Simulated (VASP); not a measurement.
# BN (strained rocksalt), r²SCAN single-point calculation: Ansatz's output and VASP's

```
CELL_PARAMETERS angstrom
-0.02182 1.74583 1.74583
1.74583 -0.02182 1.74583
1.72400 1.72400 0.00000
ATOMIC_POSITIONS crystal
B 0.00000 0.00000 0.00000
N 0.50000 0.50000 0.50000
```

Ansatz printed

```
SCF 1 converged in 6 iterations: F = -540.238150 eV  dr2 = 1.67e-8
  greatest PAW one-centre occupation: 0.798 electrons in one spin orbital (limit 2), on the N atom at site 1 (counted from 0), in its partial waves of l = 0
NSCF: frozen V_eff on 8 k-points
SCF converged after 6 iterations
Free energy (F): -540.238150 eV
Harris-Foulkes:  -540.238150 eV  (|F-HF|=7.11e-9)
Internal energy: -540.238150 eV  (E = F + TS)
E sigma→0 (E₀):  -540.238150 eV
Fermi energy:    14.773998 eV
--- Per-component energies (eV) ---
  E_band       = 42.969944
  E_kinetic    = 183.813441
  E_local      = -126.131476  (includes V_loc(G=0)·N_el)
  E_nonlocal   = 55.074545
  E_hartree    = 36.441223
  E_xc         = -91.714294
  E_vxc        = -127.403939  (∫ρ·V_xc dr)
  E_paw        = -208.794700  (= ΣΔE_a)
  E_vpaw       = -22.430327  (= ΣTr[D̂ρ^β])
  E_aug_tail   = 0.000021  (compensation charges beyond the density's cutoff)
  E_vtau       = 7.164046  (kinetic-family band-sum trace: ∫τ·v_τ [+ j·A + Jᵃ·Aᵃ] dr)
  E_ewald      = -388.878903
  E_core_change = -0.048007  (= ΣΔE_core)
  E_smearing   = -0.000000  (= −TS)
  E_closure    = -0.000000  (closes the sum)
  Σ components = -540.238150   (vs F -540.238150, Δ=0.00e0)
--- Forces (eV/Å), atoms counted from 1 ---
  atom   1  B      0.00000000     0.00000000    -0.00000000
  atom   2  N      0.00000000     0.00000000    -0.00000000
  max |Σ_I F_I| component: 3.35e-30 eV/Å
--- Stress (GPa, compression-positive) ---
        0.416573      16.635107      -0.000000
       16.635107       0.416573      -0.000000
       -0.000000      -0.000000      -0.166387
  P = ⅓ Tr σ = 0.2223 GPa (2.223 kbar)
--- Band table (eV; the first three rows and the last of 280) ---
  k-point 0: bands = ["-9.1572", "13.3321", "13.6285", "13.9484", "24.3057", "27.6258", "27.7056", "27.8178"]
  k-point 1: bands = ["-8.9493", "12.9354", "13.3170", "13.7302", "24.5316", "26.9259", "27.0358", "27.5001"]
  k-point 2: bands = ["-8.3308", "10.7593", "13.2961", "13.6539", "24.4534", "25.2594", "25.2785", "27.5703"]
  k-point 279: bands = ["-0.9631", "2.2278", "8.2707", "9.0510", "15.8590", "24.2263", "30.3346", "30.5497"]
```

The two codes use different PAW datasets and cutoffs. VASP's cell holds 8 valence electrons and Ansatz's 8. Ansatz's stress includes a Pulay correction; VASP's doesn't.

Question: What does VASP give for the same cell and level of theory?

Answer: gap between bands v and c 1.07 eV; least direct gap 6.28 eV; pressure 0.7 GPa.

From OUTCAR

```
k-points           NKPTS =    280   k-points in BZ     NKDIM =    280   number of bands    NBANDS=     11

   NELECT =       8.0000    total number of electrons

   dimension x,y,z NGX =    18 NGY =   18 NGZ =   18
   dimension x,y,z NGXF=    36 NGYF=   36 NGZF=   36

  energy-cutoff  :      520.00
  volume of cell :       10.64
      direct lattice vectors                 reciprocal lattice vectors
    -0.021822824  1.745825935  1.745825935    -0.282861625  0.282861625  0.286397395
     1.745825935 -0.021822824  1.745825935     0.282861625 -0.282861625  0.286397395
     1.724003111  1.724003111  0.000000000     0.290022679  0.290022679 -0.286397395

 k-points in reciprocal lattice and weights: KPOINTS created by Atomic Simulation Env
   0.00000000  0.00000000  0.00000000       0.001
   0.08333333 -0.00000000  0.00000000       0.002
   0.16666667 -0.00000000  0.00000000       0.002
   0.25000000 -0.00000000  0.00000000       0.002
   0.33333333 -0.00000000  0.00000000       0.002
   0.41666667 -0.00000000  0.00000000       0.002
   0.50000000 -0.00000000  0.00000000       0.001
   0.08333333  0.08333333  0.00000000       0.001
   ...

 E-fermi :  10.7908

 k-point     1 :       0.0000    0.0000    0.0000
  band No.  band energies     occupation
      1     -13.3419      2.00000
      2       9.1499      2.00000
      3       9.4465      2.00000
      4       9.7665      2.00000
      5      20.1600      0.00000
      6      23.4466      0.00000
      7      23.5272      0.00000
      8      23.6402      0.00000
      9      29.2242      0.00000
     10      29.8193      0.00000
     11      30.3365      0.00000

 k-point     2 :       0.0833   -0.0000    0.0000
  band No.  band energies     occupation
      1     -13.1414      2.00000
      2       8.3288      2.00000
      3       9.3527      2.00000
      4       9.7447      2.00000
      5      20.4764      0.00000
      6      22.7470      0.00000
      7      22.8234      0.00000
      8      23.3940      0.00000
      9      29.1047      0.00000
     10      30.1498      0.00000
     11      30.8522      0.00000

 k-point     3 :       0.1667   -0.0000    0.0000
  band No.  band energies     occupation
      1     -12.5452      2.00000
      2       6.1253      2.00000
      3       9.3314      2.00000
      4       9.7025      2.00000
      5      20.5828      0.00000
      6      21.1503      0.00000
      7      21.1925      0.00000
      8      23.3849      0.00000
      9      29.1752      0.00000
     10      31.5415      0.00000
     11      32.3117      0.00000

 k-point     4 :       0.2500   -0.0000    0.0000
  band No.  band energies     occupation
      1     -11.5743      2.00000
      2       3.3689      2.00000
      3       9.3656      2.00000
      4       9.6883      2.00000
      5      19.2714      0.00000
      6      19.3776      0.00000
      7      20.0095      0.00000
      8      24.0534      0.00000
      9      30.0456      0.00000
     10      33.7796      0.00000
     11      34.5928      0.00000

 k-point     5 :       0.3333   -0.0000    0.0000
  band No.  band energies     occupation
      1     -10.2863      2.00000
      2       0.5861      2.00000
      3       9.4682      2.00000
      4       9.7334      2.00000
      5      17.6868      0.00000
      6      17.8472      0.00000
      7      19.2577      0.00000
      8      24.6878      0.00000
      9      31.6424      0.00000
     10      36.7224      0.00000
     11      37.5843      0.00000

 k-point     6 :       0.4167   -0.0000    0.0000
  band No.  band energies     occupation
      1      -8.8742      2.00000
      2      -1.7950      2.00000
      3       9.6004      2.00000
      4       9.8141      2.00000
      5      16.5909      0.00000
      6      16.8060      0.00000
      7      18.7623      0.00000
      8      25.0534      0.00000
      9      33.5708      0.00000
     10      40.1934      0.00000
     11      41.1315      0.00000

 k-point     7 :       0.5000   -0.0000    0.0000
  band No.  band energies     occupation
      1      -8.0842      2.00000
      2      -2.9185      2.00000
      3       9.6652      2.00000
      4       9.8570      2.00000
      5      16.1946      0.00000
      6      16.4330      0.00000
      7      18.5923      0.00000
      8      25.1697      0.00000
      9      34.6997      0.00000
     10      40.3710      0.00000
     11      43.3148      0.00000

 k-point     8 :       0.0833    0.0833    0.0000
  band No.  band energies     occupation
      1     -13.0694      2.00000
      2       8.6728      2.00000
      3       9.1063      2.00000
      4       9.3148      2.00000
      5      20.5854      0.00000
      6      21.5926      0.00000
      7      23.4331      0.00000
      8      23.6119      0.00000
      9      28.0820      0.00000
     10      30.6062      0.00000
     11      31.6795      0.00000

 ...

  Total        0.0573781      0.0573781      0.0186286      1.1053658      0.0000000      0.0000000
  in kB        8.6395674      8.6395674      2.8049491    166.4376719      0.0000000      0.0000000
  external PRESSURE =       6.6946946 kB  Pullay stress =       0.0000000 kB

 POSITION                                       TOTAL-FORCE (eV/Angst)
 -----------------------------------------------------------------------------------
      0.00000      0.00000      0.00000        -0.000000     -0.000000      0.000000
      1.72400      1.72400      1.74583         0.000000      0.000000      0.000000
 -----------------------------------------------------------------------------------
    total drift:                               -0.000000     -0.000000     -0.000000

  FREE ENERGIE OF THE ION-ELECTRON SYSTEM (eV)
  ---------------------------------------------------
  free  energy   TOTEN  =       -15.4158555115 eV

  energy  without entropy=      -15.4158555115  energy(sigma->0) =      -15.41585551
```
